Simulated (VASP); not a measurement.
**AlN (rocksalt), HSE06 single-point calculation: VASP's output and Ansatz's**

POSCAR

```
Al N
 1.0000000000000000
     0.0000000000000000    2.0188684536385382    2.0188684536385382
     2.0188684536385382    0.0000000000000000    2.0188684536385382
     2.0188684536385382    2.0188684536385382    0.0000000000000000
 Al  N
   1   1
Cartesian
 -0.0000000000000000 -0.0000000000000000  0.0000000000000000
  2.0188684536385382  2.0188684536385382  2.0188684536385382
```

VASP ran with the recommended PBE PAW datasets (8 valence electrons in the cell).

From OUTCAR

```
k-points           NKPTS =     29   k-points in BZ     NKDIM =    512   number of bands    NBANDS=     11

   NELECT =       8.0000    total number of electrons

   dimension x,y,z NGX =    24 NGY =   24 NGZ =   24
   dimension x,y,z NGXF=    48 NGYF=   48 NGZF=   48

  energy-cutoff  :      520.00
  volume of cell :       16.46
      direct lattice vectors                 reciprocal lattice vectors
     0.000000000  2.018868454  2.018868454    -0.247663486  0.247663486  0.247663486
     2.018868454  0.000000000  2.018868454     0.247663486 -0.247663486  0.247663486
     2.018868454  2.018868454  0.000000000     0.247663486  0.247663486 -0.247663486

 k-points in reciprocal lattice and weights: KPOINTS created by Atomic Simulation Env
   0.00000000  0.00000000  0.00000000       0.002
   0.12500000  0.00000000  0.00000000       0.016
   0.25000000  0.00000000  0.00000000       0.016
   0.37500000  0.00000000  0.00000000       0.016
   0.50000000  0.00000000  0.00000000       0.008
   0.12500000  0.12500000  0.00000000       0.012
   0.25000000  0.12500000  0.00000000       0.047
   0.37500000  0.12500000  0.00000000       0.047
   ...

 E-fermi :   9.2333

 k-point     1 :       0.0000    0.0000    0.0000
  band No.  band energies     occupation
      1     -10.1030      2.00000
      2       9.1571      2.00000
      3       9.1571      2.00000
      4       9.1571      2.00000
      5      16.4186      0.00000
      6      22.9765      0.00000
      7      22.9765      0.00000
      8      22.9765      0.00000
      9      28.1726      0.00000
     10      28.8979      0.00000
     11      28.8979      0.00000

 k-point     2 :       0.1250    0.0000    0.0000
  band No.  band energies     occupation
      1      -9.7589      2.00000
      2       7.5546      2.00000
      3       8.9571      2.00000
      4       8.9571      2.00000
      5      17.3132      0.00000
      6      21.7927      0.00000
      7      23.4295      0.00000
      8      23.4295      0.00000
      9      26.9341      0.00000
     10      26.9341      0.00000
     11      29.3601      0.00000

 k-point     3 :       0.2500    0.0000    0.0000
  band No.  band energies     occupation
      1      -8.7811      2.00000
      2       4.4473      2.00000
      3       8.5208      2.00000
      4       8.5208      2.00000
      5      17.5777      0.00000
      6      22.1573      0.00000
      7      23.1797      0.00000
      8      23.1797      0.00000
      9      27.2646      0.00000
     10      27.2646      0.00000
     11      28.3566      0.00000

 k-point     4 :       0.3750    0.0000    0.0000
  band No.  band energies     occupation
      1      -7.4257      2.00000
      2       1.5090      2.00000
      3       8.1363      2.00000
      4       8.1363      2.00000
      5      16.9704      0.00000
      6      22.1767      0.00000
      7      22.1767      0.00000
      8      23.9372      0.00000
      9      27.4620      0.00000
     10      30.0308      0.00000
     11      30.0308      0.00000

 k-point     5 :       0.5000    0.0000    0.0000
  band No.  band energies     occupation
      1      -6.6113      2.00000
      2       0.1284      2.00000
      3       7.9892      2.00000
      4       7.9892      2.00000
      5      16.7181      0.00000
      6      21.7826      0.00000
      7      21.7826      0.00000
      8      24.7462      0.00000
      9      27.2157      0.00000
     10      32.0840      0.00000
     11      32.0840      0.00000

 k-point     6 :       0.1250    0.1250    0.0000
  band No.  band energies     occupation
      1      -9.6454      2.00000
      2       7.7095      2.00000
      3       8.5578      2.00000
      4       8.5578      2.00000
      5      17.7609      0.00000
      6      20.7410      0.00000
      7      23.9928      0.00000
      8      23.9928      0.00000
      9      24.5702      0.00000
     10      29.4248      0.00000
     11      31.1218      0.00000

 k-point     7 :       0.2500    0.1250    0.0000
  band No.  band energies     occupation
      1      -8.8807      2.00000
      2       5.4120      2.00000
      3       8.0229      2.00000
      4       8.1164      2.00000
      5      18.5138      0.00000
      6      20.2288      0.00000
      7      22.3665      0.00000
      8      24.4623      0.00000
      9      25.6311      0.00000
     10      29.1966      0.00000
     11      30.7370      0.00000

 k-point     8 :       0.3750    0.1250    0.0000
  band No.  band energies     occupation
      1      -7.6330      2.00000
      2       2.5660      2.00000
      3       7.4296      2.00000
      4       7.6680      2.00000
      5      17.9907      0.00000
      6      21.0068      0.00000
      7      22.2631      0.00000
      8      23.5598      0.00000
      9      27.6637      0.00000
     10      30.1641      0.00000
     11      31.1520      0.00000

 ...

  Total       -0.1487405     -0.1487405     -0.1487405      0.0000000      0.0000000     -0.0000000
  in kB      -14.4805702    -14.4805702    -14.4805702      0.0000000      0.0000000     -0.0000000
  external PRESSURE =     -14.4805702 kB  Pullay stress =       0.0000000 kB

 POSITION                                       TOTAL-FORCE (eV/Angst)
 -----------------------------------------------------------------------------------
      0.00000      0.00000      0.00000         0.000000      0.000000      0.000000
      2.01887      2.01887      2.01887        -0.000000     -0.000000     -0.000000
 -----------------------------------------------------------------------------------
    total drift:                               -0.000215     -0.000276     -0.000280

  FREE ENERGIE OF THE ION-ELECTRON SYSTEM (eV)
  ---------------------------------------------------
  free  energy   TOTEN  =       -17.1338368392 eV

  energy  without entropy=      -17.1338368392  energy(sigma->0) =      -17.13383684
```

Each program uses its own PAW datasets. VASP's cell holds 8 valence electrons and Ansatz's 8. Ansatz's stress includes a Pulay correction; VASP's doesn't.

Q: What does Ansatz give for the same cell and level of theory?

A: gap between bands v and c 6.08 eV; least direct gap 7.27 eV; pressure -1.5 GPa.

Ansatz printed

```
SCF 3 converged in 3 iterations: F = -924.422414 eV  dr2 = 8.09e-10
  Residual-converged pass: ⟨swp⟩=2.9  Hψ=504  notcnv=0  max |occ|·‖R‖ = 2.2e-6 eV (tolerance 2.4e-6 eV)  dr2=8.17e-10  dr2_onsite=2.87e-10  max |Δocc| = 0.0e0
hybrid outer 2: dexx = +7.058e-8 eV, tail = 3.15e-9 eV, Δε = 2.04e-3 eV (about 6.07e-5 eV left of the loop's levels)
NSCF: frozen V_eff on 6 k-points
hybrid SCF converged: 2 outer / 9 inner (+2 warm-up), last move |dexx| = 7.06e-8 eV, tail = 3.15e-9 eV
Stability not checked: this state was not tested for a lower state beside it, because the functional holds exact exchange (a hybrid, or Hartree-Fock), whose exchange loop this test does not read (fock_operator; see scf.lower_state_search)
Free energy (F): -924.422414 eV
Frozen-core exchange: fock
Harris-Foulkes:  -924.422414 eV  (|F-HF|=4.43e-10)
Internal energy: -924.422414 eV  (E = F + TS)
E sigma→0 (E₀):  -924.422414 eV
Fermi energy:    10.432122 eV
--- Per-component energies (eV) ---
  E_band       = 27.654031
  E_kinetic    = 163.687238
  E_local      = -168.240298  (includes V_loc(G=0)·N_el)
  E_nonlocal   = 53.009953
  E_hartree    = 61.958654
  E_xc         = -83.771220
  E_vxc        = -88.563070  (∫ρ·V_xc dr)
  E_exx        = -18.212212  (= α·E_x^exact, valence–valence)
  E_paw        = -596.529192  (= ΣΔE_a)
  E_vpaw       = -19.732595  (= ΣTr[D̂ρ^β])
  E_aug_tail   = 0.000097  (compensation charges beyond the density's cutoff)
  E_ewald      = -336.258439
  E_core_change = -0.066995  (= ΣΔE_core)
  E_smearing   = -0.000000  (= −TS)
  E_closure    = 0.000001  (closes the sum)
  Σ components = -924.422414   (vs F -924.422414, Δ=2.27e-13)
--- Forces (eV/Å), atoms counted from 1 ---
  atom   1  Al    -0.00000000     0.00000000     0.00000000
  atom   2  N      0.00000000    -0.00000000     0.00000000
  max |Σ_I F_I| component: 9.50e-30 eV/Å
--- Stress (GPa, compression-positive) ---
       -1.543827      -0.000000      -0.000000
        0.000000      -1.543827       0.000000
       -0.000000       0.000000      -1.543827
  P = ⅓ Tr σ = -1.5438 GPa (-15.438 kbar)
--- Band table (eV; the first three rows and the last of 29) ---
  k-point 0: bands = ["-8.7912", "10.4321", "10.4321", "10.4321", "17.6984", "24.0944", "24.0944", "24.0944"]
  k-point 1: bands = ["-8.4491", "8.8326", "10.2277", "10.2277", "18.5887", "22.9757", "24.5636", "24.5636"]
  k-point 2: bands = ["-7.4776", "5.7319", "9.7819", "9.7819", "18.8442", "23.3957", "24.4292", "24.4292"]
  k-point 28: bands = ["-4.1153", "4.2427", "4.2427", "6.2495", "20.2254", "22.8555", "22.8555", "24.5512"]
```
